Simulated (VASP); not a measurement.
# CaSe (Fm-3m) in VASP: further runs

The runs below take CaSe through single point, relaxation of cell and atoms, with LDA.

Program: VASP 6.6.1. These are calculated values, not measurements. Logs are shortened: lines on timing, memory, paths and dates and some standing lists are left out, and cuts for length are marked.

**The experiment to reproduce.**

A printed reference work, monograph, original work of 1988 reports, for a bulk crystal of CaSe at 2 K: band gap 3.85 eV (indirect).

The results are compared with them further down.

## (1) The cell of the first run

The structure is cubic, space group Fm-3m (No. 225). Conventional cell: a = 5.791 Å, b = 5.791 Å, c = 5.791 Å, α = 90.00°, β = 90.00°, γ = 90.00°. Ca (site symmetry m-3m) has 6 Se at 2.90 Å within 3.8 Å. Se (site symmetry m-3m) has 6 Ca at 2.90 Å within 3.8 Å.

## (2) Single point, LDA

Input file INCAR:

```
SYSTEM = CaSe
PREC = Accurate
ENCUT = 520
EDIFF = 1E-6
ISMEAR = 0
SIGMA = 0.02
LREAL = .False.
LASPH = .True.
NELM = 100
ALGO = Normal
ISIF = 2
LWAVE = .False.
LCHARG = .False.
NBANDS = 15
```

Input file KPOINTS:

```
regular mesh
0
Gamma
  8 8 8
  0 0 0
```

Input file POSCAR:

```
CaSe
1.0
    0.0000000000      2.8956489099      2.8956489099
    2.8956489099      0.0000000000      2.8956489099
    2.8956489099      2.8956489099      0.0000000000
Ca Se
1 1
Direct
    0.0000000000      0.0000000000      0.0000000000
    0.5000000000      0.5000000000      0.5000000000
```

Potentials or basis: VASP PAW LDA potentials, release 64 (Ca_sv, Se).

Launch:

```console
> cat potpaw_LDA.64/Ca_sv/POTCAR potpaw_LDA.64/Se/POTCAR > POTCAR
> mpirun -np 1 vasp_std > vasp.out
```

OUTCAR:

```text
SYSTEM = CaSe
   PREC = Accurate
   ENCUT = 520
   EDIFF = 1E-6
   ISMEAR = 0
   LREAL = .False.
   LASPH = .True.
   NELM = 100
   ISIF = 2

 ion  position               nearest neighbor table
   1  0.000  0.000  0.000-   2 2.90   2 2.90   2 2.90   2 2.90   2 2.90   2 2.90
   2  0.500  0.500  0.500-   1 2.90   1 2.90   1 2.90   1 2.90   1 2.90   1 2.90

  LATTYP: Found a face centered cubic cell.
 ALAT       =     5.7912978198

  Lattice vectors:

 A1 = (   0.0000000000,   2.8956489099,   2.8956489099)
 A2 = (   2.8956489099,   0.0000000000,   2.8956489099)
 A3 = (   2.8956489099,   2.8956489099,   0.0000000000)

Analysis of symmetry for initial positions (statically):
=====================================================================
 Subroutine PRICEL returns:
 Original cell was already a primitive cell.

 Routine SETGRP: Setting up the symmetry group for a
 face centered cubic supercell.

 Subroutine GETGRP returns: Found 48 space group operations
 (whereof 48 operations were pure point group operations)
 out of a pool of 48 trial point group operations.

The static configuration has the point symmetry O_h .

Analysis of symmetry for dynamics (positions and initial velocities):
=====================================================================
 Subroutine PRICEL returns:
 Original cell was already a primitive cell.

 Routine SETGRP: Setting up the symmetry group for a
 face centered cubic supercell.

 Subroutine GETGRP returns: Found 48 space group operations
 (whereof 48 operations were pure point group operations)
 out of a pool of 48 trial point group operations.

The dynamic configuration has the point symmetry O_h .

 Subroutine INISYM returns: Found 48 space group operations
 (whereof 48 operations are pure point group operations),
 and found     1 'primitive' translations

----------------------------------------------------------------------------------------

                                     Primitive cell

  volume of cell :      48.5588

  direct lattice vectors                    reciprocal lattice vectors
     0.000000000  2.895648910  2.895648910    -0.172672867  0.172672867  0.172672867
     2.895648910  0.000000000  2.895648910     0.172672867 -0.172672867  0.172672867
     2.895648910  2.895648910  0.000000000     0.172672867  0.172672867 -0.172672867

  length of vectors
     4.095065960  4.095065960  4.095065960     0.299078179  0.299078179  0.299078179

  position of ions in fractional coordinates (direct lattice)
[... 8 lines left out ...]
----------------------------------------------------------------------------------------

 KPOINTS: regular mesh

Automatic generation of k-mesh.
 Grid dimensions read from file:
 generate k-points for:    8    8    8

 Generating k-lattice:

  Cartesian coordinates                     Fractional coordinates (reciprocal lattice)
    -0.021584108  0.021584108  0.021584108     0.125000000  0.000000000  0.000000000
     0.021584108 -0.021584108  0.021584108     0.000000000  0.125000000  0.000000000
     0.021584108  0.021584108 -0.021584108     0.000000000  0.000000000  0.125000000

  Length of vectors
     0.037384772  0.037384772  0.037384772

  Shift w.r.t. Gamma in fractional coordinates (k-lattice)
     0.000000000  0.000000000  0.000000000

 Subroutine IBZKPT returns following result:
 ===========================================

 Found     29 irreducible k-points:

 Following reciprocal coordinates:
            Coordinates               Weight
  0.000000  0.000000  0.000000      1.000000
  0.125000  0.000000  0.000000      8.000000
  0.250000  0.000000  0.000000      8.000000
  0.375000  0.000000  0.000000      8.000000
  0.500000  0.000000  0.000000      4.000000
  0.125000  0.125000  0.000000      6.000000
[... 16 lines left out ...]
  0.500000  0.250000  0.125000     48.000000
 -0.375000  0.250000  0.125000     24.000000
 [... further k-points ...]
   k-points           NKPTS =     29   k-points in BZ     NKDIM =     29   number of bands    NBANDS=     15
   number of dos      NEDOS =    301   number of ions     NIONS =      2
   total plane-waves  NPLWV =  27000
   dimension x,y,z NGX =    30 NGY =   30 NGZ =   30
   dimension x,y,z NGXF=    60 NGYF=   60 NGZF=   60
   ions per type =               1   1
   NGX,Y,Z   is equivalent  to a cutoff of  12.18, 12.18, 12.18 a.u.
   NGXF,Y,Z  is equivalent  to a cutoff of  24.36, 24.36, 24.36 a.u.
 SYSTEM =  CaSe
   PREC   = accura    normal or accurate (medium, high low for compatibility)
   ISTART =      0    job   : 0-new  1-cont  2-samecut
   ICHARG =      2    charge: 1-file 2-atom 10-const
   ISPIN  =      1    spin polarized calculation?
   LNONCOLLINEAR =      F non collinear calculations
   LSORBIT =      F    spin-orbit coupling
   LASPH  =      T    aspherical Exc in radial PAW
   ENCUT  =  520.0 eV  38.22 Ry    6.18 a.u.   7.61  7.61  7.61*2*pi/ulx,y,z
   NELM   =    100;   NELMIN=  2; NELMDL= -5     # of ELM steps
   EDIFF  = 0.1E-05   stopping-criterion for ELM
   LREAL  =      F    real-space projection
   EDIFFG = 0.1E-04   stopping-criterion for IOM
   NSW    =      0    number of steps for IOM
   IBRION =     -1    ionic relax: 0-MD 1-quasi-New 2-CG
   NFREE  =      0    steps in history (QN), initial steepest desc. (CG)
   ISIF   =      2    stress and relaxation
   ISYM   =      2    0-nonsym 1-usesym 2-fastsym
   POTIM  = 0.5000    time-step for ionic-motion
   TEBEG  =    0.0;   TEEND  =   0.0 temperature during run
   PSTRESS=    0.0 pullay stress
   NELECT =      16.0000    total number of electrons
   NUPDOWN=      -1.0000    fix difference up-down
   EMIN   =  10.00;   EMAX   =-10.00  energy-range for DOS
   EFERMI =   0.00;   METHOD = LEGACY
   ISMEAR =     0;   SIGMA  =   0.02  broadening in eV -4-tet -1-fermi 0-gaus
   EFERMI_NEDOS =   21; number of points for ismear=-14 and -15
   IALGO  =     38    algorithm
   IMIX   =      4    mixing-type and parameters
     AMIX     =   0.40;   BMIX     =  1.00
     AMIX_MAG =   1.60;   BMIX_MAG =  1.00
  volume/ion in A,a.u.               =      24.28       163.85
  Fermi-wavevector in a.u.,A,eV,Ry     =   1.130730  2.136770 17.395734  1.278550
  Thomas-Fermi vector in A             =   2.267427
   LORBIT       =      0    0 simple, 1 ext, 2 COOP (PROOUT), +10 PAW based schemes
   GGA     = CA    functional components
   LHFCALC =     F    Hartree Fock is set to
   AEXX    =    0.0000 exact exchange contribution
   IVDW    =     0    specifies the selected vdW correction
   LEPSILON=     F    determine dielectric tensor
   LRPA    =     F    only Hartree local field effects (RPA)
 non-spin polarized calculation
 Gauss-broadening in eV      SIGMA  =   0.02
  energy-cutoff  :      520.00
  volume of cell :       48.56
 maximum number of plane-waves:      1325
   NGX = 15   NGY = 15   NGZ = 15

 number of electron      15.9999999 magnetization

 Free energy of the ion-electron system (eV)
  ---------------------------------------------------
  ext. energy  EPLUGINS =         0.00000000
  ---------------------------------------------------
  free energy    TOTEN  =       -10.58360969 eV

  energy without entropy =      -10.58360969  energy(sigma->0) =      -10.58360969

 E-fermi :   3.0258     XC(G=0):  -9.7657

 val. band max:        2.8164411807   @ k =   0.0000   0.0000   0.0000
 cond. band min:       4.5122818689   @ k =   0.5000   0.5000   0.0000
 fundamental gap:      1.6958406882
 Fermi energy:         3.0258013955

 k-point     1 :       0.0000    0.0000    0.0000
  band No.  band energies     occupation
      1     -36.2825      2.00000
      2     -17.5856      2.00000
      3     -17.5856      2.00000
      4     -17.5856      2.00000
      5      -9.2524      2.00000
      6       2.8164      2.00000
      7       2.8164      2.00000
      8       2.8164      2.00000
      9       6.2765      0.00000
     10       6.3253      0.00000
     11       6.3253      0.00000
     12       6.3253      0.00000
     13       7.0010      0.00000
     14       7.0010      0.00000
     15      12.4681      0.00000

 k-point     2 :       0.1250    0.0000    0.0000
  band No.  band energies     occupation
      1     -36.2809      2.00000
      2     -17.6107      2.00000
      3     -17.5871      2.00000
      4     -17.5871      2.00000
      5      -9.1412      2.00000
      6       1.9706      2.00000
      7       2.5309      2.00000
      8       2.5309      2.00000
      9       6.3047      0.00000
     10       6.5590      0.00000
     11       6.5590      0.00000
     12       7.2518      0.00000
     13       7.4643      0.00000
     14       7.4643      0.00000
     15      12.7523      0.00000

 k-point     3 :       0.2500    0.0000    0.0000
  band No.  band energies     occupation
      1     -36.2772      2.00000
      2     -17.6701      2.00000
      3     -17.5908      2.00000
      4     -17.5908      2.00000
      5      -8.8583      2.00000
      6       0.6225      2.00000
      7       2.0003      2.00000
      8       2.0003      2.00000
      9       6.4156      0.00000
     10       7.1248      0.00000
     11       7.1248      0.00000
     12       8.5750      0.00000
     13       8.5750      0.00000
     14       8.7507      0.00000
     15      12.4424      0.00000
[... 343 lines left out ...]
 k-point    23 :       0.5000    0.2500    0.1250
  band No.  band energies     occupation
      1     -36.2714      2.00000
      2     -17.7070      2.00000
      3     -17.6291      2.00000
      4     -17.6044      2.00000
      5      -8.5281      2.00000
      6      -0.1262      2.00000
      7       1.2199      2.00000
      8       1.5204      2.00000
      9       6.5579      0.00000
     10       8.0440      0.00000
     11       8.3258      0.00000
     12       8.5248      0.00000
     13       9.0457      0.00000
     14      10.8163      0.00000
     15      11.1147      0.00000

 k-point    24 :      -0.3750    0.2500    0.1250
  band No.  band energies     occupation
      1     -36.2702      2.00000
      2     -17.7194      2.00000
      3     -17.6316      2.00000
      4     -17.6089      2.00000
      5      -8.4451      2.00000
      6      -0.2794      2.00000
      7       1.0111      2.00000
      8       1.4215      2.00000
      9       7.2134      0.00000
     10       7.4984      0.00000
     11       8.5575      0.00000
     12       8.9283      0.00000
     13       9.2979      0.00000
     14      10.1963      0.00000
     15      11.7626      0.00000

 [... further k-points ...]

------------------------ aborting loop because EDIFF is reached ----------------------------------------

  FORCE on cell =-STRESS in cart. coord.  units (eV):
  Direction    XX          YY          ZZ          XY          YZ          ZX
  --------------------------------------------------------------------------------------
  -------------------------------------------------------------------------------------
  Total        0.0863515      0.0863515      0.0863515      0.0000000      0.0000000     -0.0000000
  in kB        2.8491335      2.8491335      2.8491335      0.0000000      0.0000000     -0.0000000
  external PRESSURE =       2.8491335 kB  Pullay stress =       0.0000000 kB

 VOLUME and BASIS-vectors are now :
 -----------------------------------------------------------------------------
  energy-cutoff  :      520.00
  volume of cell :       48.56
      direct lattice vectors                 reciprocal lattice vectors
     0.000000000  2.895648910  2.895648910    -0.172672867  0.172672867  0.172672867
     2.895648910  0.000000000  2.895648910     0.172672867 -0.172672867  0.172672867
     2.895648910  2.895648910  0.000000000     0.172672867  0.172672867 -0.172672867

 POSITION                                       TOTAL-FORCE (eV/Angst)
 -----------------------------------------------------------------------------------
      0.00000      0.00000      0.00000         0.000000      0.000000      0.000000
      2.89565      2.89565      2.89565        -0.000000      0.000000     -0.000000
 -----------------------------------------------------------------------------------
    total drift:                               -0.000000      0.000000      0.000000

  FREE ENERGIE OF THE ION-ELECTRON SYSTEM (eV)
  ---------------------------------------------------
  free  energy   TOTEN  =       -10.5836096943 eV

  energy  without entropy=      -10.5836096943  energy(sigma->0) =      -10.58360969
```

It took 18 s on 1 thread of Intel Xeon Platinum 8259CL at 2.50GHz (Skylake/Cascade Lake), shared host; peak memory 0.16 GiB.

What came out:

* Free energy: -10.5836 eV
* Pressure: 0.3 GPa
* Band gap on the k mesh: 1.70 eV, indirect (least direct gap 2.70 eV)

## (3) Relaxation of cell and atoms, LDA

This run uses another cell than the first one, of 25.83 Å³/atom, 1.064 times its volume.

Input file INCAR:

```
PREC = Accurate ; ENCUT = 600
EDIFF = 1E-6 ; ISMEAR = 0
SIGMA = 0.02 ; LREAL = F
LASPH = T ; NELM = 60
ALGO = Normal ; ISIF = 3
LWAVE = F ; LCHARG = F
IBRION = 2 ; NSW = 100
EDIFFG = -0.005
```

Input file KPOINTS:

```
regular mesh
0
Gamma
  8 8 8
```

Input file POSCAR:

```
CaSe
1.0
    0.0000000000      2.9560000000      2.9560000000
    2.9560000000      0.0000000000      2.9560000000
    2.9560000000      2.9560000000      0.0000000000
Ca Se
1 1
Direct
    0.0000000000      0.0000000000      0.0000000000
    0.5000000000      0.5000000000      0.5000000000
```

Potentials or basis: VASP PAW LDA potentials, release 64 (Ca_sv, Se).

Launch:

```console
> cat potpaw_LDA.64/Ca_sv/POTCAR potpaw_LDA.64/Se/POTCAR > POTCAR
> mpirun -np 1 vasp_std > vasp.out
```

It took 52 s on 1 thread of Intel Xeon Platinum 8259CL at 2.50GHz (Skylake/Cascade Lake), shared host; peak memory 0.19 GiB.

It converged, with:

- Free energy: -10.5842 eV
- Relaxed volume: 24.40 Å³/atom
- Relaxed cell: a = 4.102 Å, b = 4.102 Å, c = 4.102 Å, α = 60.00°, β = 60.00°, γ = 60.00°
- Space group after relaxing (to 0.05 Å): Fm-3m (No. 225)
- Energy gained by relaxing: 13.4 meV/atom
- Ionic steps: 3
- Pressure after relaxing: 0.0 GPa
- Band gap on the k mesh: 1.71 eV, indirect (least direct gap 2.71 eV)

Step by step:
```
step  energy change (eV)  largest force (eV/Å)  pressure (GPa)  volume (Å³)
   1              0.0000                0.0000           -2.88        51.66
   2             -0.0258                0.0000            0.66        48.26
   3             -0.0269                0.0000            0.00        48.81
```

Final structure:
```yaml
crystal:
  lattice:
    - [0.00000, 2.90060, 2.90060]
    - [2.90060, 0.00000, 2.90060]
    - [2.90060, 2.90060, 0.00000]
  atoms:
    - { symbol: Ca, position: [0.00000, 0.00000, 0.00000] }
    - { symbol: Se, position: [0.50000, 0.50000, 0.50000] }
```

Levels at points of the mesh, in eV from the valence-band top:
| k point | band 5 | band 6 | band 7 | band 8 | band 9 | band 10 | band 11 | band 12 |
| --- | --- | --- | --- | --- | --- | --- | --- | --- |
| (0.00, 0.00, 0.00) | -12.05 | 0.00 | 0.00 | 0.00 | 3.43 | 3.51 | 3.51 | 3.51 |
| (0.50, 0.00, 0.00) | -11.22 | -3.57 | -1.36 | -1.36 | 4.47 | 5.48 | 5.49 | 5.49 |
| (0.50, 0.50, 0.00) | -11.40 | -2.69 | -1.00 | -1.00 | 1.71 | 5.02 | 5.10 | 6.08 |

## (4) How close it comes

Step 2. A measured gap of CaSe is 3.85 eV (indirect; 2 K; a printed reference work, monograph, original work of 1988); the calculated 1.70 eV misses it by -2.15 eV. So large a miss can be the level of theory's own, or it may mean another phase, state or a wrong row. Spin-orbit coupling on Se is left out. The value is that of LDA on a finite k mesh, which can miss the band edges, without temperature or zero-point motion. Semilocal functionals fall short of measured gaps as a rule.
